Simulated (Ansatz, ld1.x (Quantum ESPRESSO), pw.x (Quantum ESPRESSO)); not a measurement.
In (Z = 49): does the TM potential hold in the solid?

In, norm-conserving Troullier–Martins (Kleinman–Bylander form), made with ld1.x (Quantum ESPRESSO) 7.5 (PBE, scalar-relativistic). Core [Kr] 4d10, reference 5s1 5p0 (charge +2). Waves: 5p (bound, empty): rc 2.70 bohr; 5s (bound): rc 1.55 bohr. Local part: the s channel. Core correction: none.

Atomic tests: cutoffs needed: 35 Ry and 90 Ry (the cutoffs (Ry, on a coarse ladder) from which the occupation-weighted sum of valence levels, in a spherical-Bessel basis at the reference potential, stays within 10 and 1 mRy of its value at 400 Ry); ghost test: no extra level below or beside the all-electron valence levels (p, s, d, f tested) (spherical-Bessel basis up to 400 Ry, 20 bohr box); largest excitation error: +517 meV (all-electron minus pseudo) for 5s0 5p3, out of 7 test configurations.

Crystal test: fcc In in pw.x 7.5, no spin, 12³ k-points, Fermi–Dirac smearing 0.01 Ry, cutoffs 110/440 Ry. The reference is all-electron LAPW (Ansatz 0.2.0) with the same functional, mesh and smearing; V0 and B0 come from Birch–Murnaghan fits to the pressures at five volumes. Errors are pseudo minus all-electron; Δ is the rms difference of the E(V) curves that follow from these fits, minima aligned, over ±6 % about the mean V0. Mesh and smearing are coarse, so the numbers serve the comparison and aren't converged zero-temperature values; the lattice is a test structure that the element need not adopt.

```csv
V (Å³/atom),P all-electron (GPa),P pseudo (GPa)
26.366,1.64,-22.72
27.060,0.58,-21.94
27.754,-0.32,-21.18
28.448,-1.08,-20.43
29.142,-1.74,-19.71
```

All-electron: a0 = 4.791 Å (V0 = 27.50 Å³/atom), B0 = 34.9 GPa.

Pseudopotential: mean pressure error (GPa): -21.01. The pressure does not cross zero within the volumes sampled, so no fit is given. This is a poor potential for the solid. The pseudo pressure rises with volume over the whole range, a mechanical instability.

At the middle volume, how do free energy and pressure move when the wave cutoff is lowered (ecutrho kept at four times it)?

| cutoff (Ry) | shift of F (meV/atom) | shift of P (GPa) |
| --- | --- | --- |
| 50 | +39.1 | -0.56 |
| 66 | +23.0 | -0.05 |
| 88 | +6.9 | -0.32 |

Input at the middle volume:

```
&control
  calculation='scf', prefix='x', pseudo_dir='./', outdir='./tmp', tstress=.true., disk_io='low'
/
&system
  ibrav=0, nat=1, ntyp=1, ecutwfc=110, ecutrho=440, nbnd=8,
  occupations='smearing', smearing='fd', degauss=0.01
/
&electrons
  conv_thr=1e-09, mixing_beta=0.4, electron_maxstep=70
/
ATOMIC_SPECIES
In 1.0 In.UPF
CELL_PARAMETERS angstrom
  0.00000000 2.40306322 2.40306322
  2.40306322 0.00000000 2.40306322
  2.40306322 2.40306322 0.00000000
ATOMIC_POSITIONS crystal
In 0.0000 0.0000 0.0000
K_POINTS automatic
12 12 12 0 0 0
```

```bash
pw.x < In.scf.in > In.scf.out
```

Lines of the output:

```
Message from routine setup:
     using ibrav=0 with symmetry is DISCOURAGED, use correct ibrav instead
     lattice parameter (alat)  =       6.4221  a.u.
     unit-cell volume          =     187.2933 (a.u.)^3
     number of electrons       =         3.00
     number of Kohn-Sham states=            8
     kinetic-energy cutoff     =     110.0000  Ry
     charge density cutoff     =     440.0000  Ry
     scf convergence threshold =      1.0E-09
     Exchange-correlation= PBE
     number of k points=    72  Fermi-Dirac smearing, width (Ry)=  0.0100
     iteration #  1     ecut=   110.00 Ry     beta= 0.40
     total energy              =      -4.15730830 Ry
     estimated scf accuracy    <       0.08926449 Ry
     iteration #  2     ecut=   110.00 Ry     beta= 0.40
     total energy              =      -4.15579004 Ry
     estimated scf accuracy    <       0.03342547 Ry
     iteration #  3     ecut=   110.00 Ry     beta= 0.40
     total energy              =      -4.15602491 Ry
     estimated scf accuracy    <       0.00009239 Ry
     iteration #  4     ecut=   110.00 Ry     beta= 0.40
     c_bands:  1 eigenvalues not converged
     c_bands:  1 eigenvalues not converged
     c_bands:  1 eigenvalues not converged
     c_bands:  1 eigenvalues not converged
     c_bands:  1 eigenvalues not converged
     c_bands:  1 eigenvalues not converged
     c_bands:  1 eigenvalues not converged
     c_bands:  1 eigenvalues not converged
     [... 8 repeated lines left out ...]
     total energy              =      -4.15608260 Ry
     estimated scf accuracy    <       0.00000466 Ry
     iteration #  5     ecut=   110.00 Ry     beta= 0.40
     [... 2 repeated lines left out ...]
     total energy              =      -4.15608435 Ry
     estimated scf accuracy    <       0.00000195 Ry
     iteration #  6     ecut=   110.00 Ry     beta= 0.40
     total energy              =      -4.15608458 Ry
     estimated scf accuracy    <       0.00000002 Ry
     iteration #  7     ecut=   110.00 Ry     beta= 0.40
     total energy              =      -4.15608466 Ry
     estimated scf accuracy    <          4.3E-09 Ry
     iteration #  8     ecut=   110.00 Ry     beta= 0.40
     total energy              =      -4.15608467 Ry
     estimated scf accuracy    <          3.8E-09 Ry
     iteration #  9     ecut=   110.00 Ry     beta= 0.40
     the Fermi energy is     3.4206 ev
!    total energy              =      -4.15608467 Ry
     estimated scf accuracy    <          5.2E-11 Ry
     smearing contrib. (-TS)   =      -0.00237693 Ry
     The total energy is F=E-TS. E is the sum of the following terms:
     one-electron contribution =       1.76491260 Ry
     hartree contribution      =       0.01313630 Ry
     xc contribution           =      -1.38842200 Ry
     ewald contribution        =      -4.54333464 Ry
     convergence has been achieved in   9 iterations
          total   stress  (Ry/bohr**3)                   (kbar)     P=     -211.78
```

The run at the middle volume (72 k-points, 9 iterations) took about 32 s on one core of a shared host (Neoverse-V2, 96 threads, 742 GiB, load 48).
